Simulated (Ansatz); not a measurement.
## La2O3: equation of state with PBEsol

La2O3:

```
CELL_PARAMETERS angstrom
3.93078 0.00000 0.00000
-1.96539 3.40415 0.00000
0.00000 0.00000 6.11195
ATOMIC_POSITIONS crystal
La 0.33333 0.66667 0.24624
La 0.66667 0.33333 0.75376
O 0.00000 0.00000 0.00000
O 0.33333 0.66667 0.64589
O 0.66667 0.33333 0.35411
```

The cell is a database's computed one.

| Property | Result |
| --- | --- |
| Program | Ansatz 0.2.0 |
| Task | equation of state |
| Functional | PBEsol |
| Potentials or basis | all-electron LAPW, scalar-relativistic |
| Basis error allowed | 0.001 eV/atom |
| k mesh | 8 × 8 × 5 |
| Occupations | fermi-dirac, width 0.05 eV |
| Spin | no spin polarisation |

```yaml
Equilibrium_volume: 16.00 Å³/atom
Bulk_modulus_at_fixed_shape_and_positions: 141 GPa
Pressure_derivative_of_the_bulk_modulus: 4.3
```

Energy against volume, from the lowest point:
```tsv
volume (Å³/atom)	energy (meV/atom)
15.375	11.41
15.703	2.44
16.030	0.00
16.357	3.39
16.684	12.03
17.011	25.36
17.338	42.92
```

All runs of the series together: 48 s on 4 threads of Intel(R) Xeon(R) 6975P-C (Granite Rapids), on a shared host.

Caveat: the cell was scaled at fixed shape and fractional positions, which overstates the stiffness of a crystal with free parameters, most of all of layers and chains. The run has no spin-orbit coupling, so splittings on La are missing.
